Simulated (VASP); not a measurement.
Here is a VASP 6.6.1 calculation.

Contents of INCAR:

```
SYSTEM = Be
  PREC = Accurate
  ENCUT = 520
  EDIFF = 1E-6
  ISMEAR = -1
  SIGMA = 0.36
  LREAL = Auto
  LASPH = .True.
  NELM = 80
  ALGO = Fast
  ISIF = 2
  LWAVE = .False.
  LCHARG = .True.
  GGA = PE
  LELF = .True.
  LVHAR = .True.
  NBANDS = 60
```

Contents of KPOINTS:

```
Automatic mesh
0
Gamma
  2 2 2
  0 0 0
```

Contents of POSCAR:

```
Be
1.0
    7.1976270000      0.0000000000      0.0000000000
   -3.5988140000      6.2333280000      0.0000000000
    0.0000000000      0.0000000000      7.5191210000
Be
36
Direct
    0.0343562353      0.0154171255      0.0066098152
    0.1449988953      0.2664066451      0.2933853571
    0.0600574503      0.0483690253      0.5197017045
    0.0889331618      0.2339681146      0.7817403125
   -0.0076832251      0.3014601510     -0.0103868524
    0.1345501524      0.6323588298      0.1678520668
   -0.0220624527      0.2884013163      0.5017607776
    0.1287082384      0.5060539089      0.6800528945
    0.0207894861      0.7149952642     -0.0652336889
    0.1463946466      0.9480328967      0.2388843058
   -0.0062841079      0.6253641714      0.4040498883
    0.2702472588      1.0371024916      0.7989098726
    0.3502868713     -0.0203583062      0.0391269139
    0.4986663418      0.3490912078      0.3109804989
    0.4400991580      0.0564545938      0.4659055227
    0.5493764430      0.2018183545      0.7273190576
    0.3630089349      0.2841499757      0.0427177592
    0.3966970205      0.5748774972      0.2048111741
    0.3880839576      0.3231018807      0.5493594265
    0.5419644489      0.5820967547      0.7535987252
    0.3136415729      0.6390647179     -0.0508437090
    0.4399995030      0.8861397956      0.2367297986
    0.3740720979      0.6212411733      0.5073465369
    0.3933396659      0.8436424331      0.7125832926
    0.7059816381      0.0361765015     -0.0222499412
    0.8227265759      0.2939521232      0.2321414963
    0.6359335372     -0.0805508711      0.5382544050
    0.8378060092      0.2511980759      0.7610730031
    0.7486059386      0.3804548710     -0.0454707405
    0.7559379745      0.5798186779      0.1369840969
    0.7138190947      0.2930697695      0.4574337878
    0.8616926162      0.5313533958      0.6579625464
    0.5878953001      0.7022733281      0.0011969484
    0.7918836870      0.8978189500      0.2527423086
    0.7821290874      0.7005567491      0.5317642847
    0.8638735058      0.8826905948      0.7418154329
```

Potentials or basis: VASP PAW PBE potentials, release 64 (Be).

Run with:

```console
$ cat potpaw_PBE.64/Be/POTCAR > POTCAR
$ mpirun -np 1 vasp_std > vasp.out
```

Question: Estimate the band gap on the k mesh.

Answer: None (metal or under the smearing width).

Question: Estimate the largest force.

Answer: 3.887 eV/Å.

Forces on the atoms (eV/Å):
```
Be  -0.371 -0.004 -0.256
Be   0.608 -0.425 -0.947
Be   0.010 -1.035 -0.530
Be   3.139 -1.359 -1.251
Be   1.009  1.848  2.327
Be  -0.252 -0.591 -0.297
Be   0.088  0.094 -0.121
Be   0.293  1.608  2.016
Be   0.484 -0.158 -0.999
Be   0.294 -0.583  1.243
Be   0.235 -0.532  0.561
Be  -3.830 -0.441 -0.495
Be  -0.220 -0.046 -2.086
Be   0.451 -0.273 -1.331
Be  -2.252 -1.203  0.746
Be   0.854  0.717 -0.500
Be  -0.492  0.976 -0.666
Be   0.903 -0.790  0.746
Be  -0.469 -0.279  1.451
Be  -0.649 -0.170 -0.854
Be  -1.588 -0.677 -0.566
Be   1.803 -0.547  1.079
Be  -0.028 -0.119 -1.369
Be  -0.205 -0.335  0.799
Be  -0.677  0.128  0.198
Be   0.437 -0.103 -1.390
Be   1.457  1.509 -0.761
Be  -0.269 -0.278 -1.589
Be  -0.397 -0.643 -0.315
Be   0.589  0.652  1.538
Be  -1.229  1.704  1.965
Be  -0.225 -0.654  1.795
Be   2.763  1.444  0.481
Be   0.050  0.091 -0.093
Be  -2.294  0.243 -2.275
Be  -0.021  0.230  1.746
```

Caveat: the k mesh is coarse (spacing up to 0.50 Å⁻¹), so the values aren't converged; forces of over 1 eV/Å show positions far from the minimum, so gaps and moduli don't describe the material at rest.
